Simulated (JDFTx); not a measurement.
GaAs under changes of volume

One of the cells (22.590 Å³/atom); the others are scaled copies at fixed shape and fractional positions:

```xyz
2
Lattice="0.0000 2.8268 2.8268 2.8268 0.0000 2.8268 2.8268 2.8268 0.0000" Properties=species:S:1:pos:R:3 pbc="T T T"
As    4.2403    4.2403    4.2403
Ga    0.0000    0.0000    0.0000
```

- Program: JDFTx 1.7.0 (patched build)
- Functional: PBE
- Potentials or basis: PseudoDojo-SR-PBE-0.5-standard
- Cutoff: 1143 eV
- Density cutoff: 4572 eV
- k mesh: 8 × 8 × 8
- Occupations: fermi-dirac, width 0.05 eV
- Spin: no spin polarisation

```csv
volume (Å³/atom),energy over the lowest point (meV/atom),pressure (GPa),gap on the mesh (eV)
21.234,?,?,?
21.686,39.57,6.8,0.83
22.138,22.95,5.0,0.67
22.590,11.16,3.4,0.52
23.041,3.70,1.9,0.37
23.493,0.13,0.6,0.23
23.945,0.00,-0.5,0.09
```

**Question.** What does the run at 21.234 Å³/atom give?

**Answer.** Energy over the lowest point 61.54 meV/atom; pressure 8.8 GPa; gap on the mesh 0.99 eV.

Worked out: A Birch-Murnaghan fit of order 3 (a polynomial in V^(-2/3)) to the other rows has its minimum at 23.73 Å³/atom with B0 = V·E''(V) = 61 GPa and B' = 4.8. It gives 61.60 meV/atom at 21.234 Å³/atom, against the run's 61.54, and -dE/dV = 8.8 GPa, against 8.8.

Energies are extrapolated to zero smearing.

Caveats: the empty levels aren't tightly converged.

A mesh can miss the band edges. Spin-orbit coupling on As, Ga is left out.
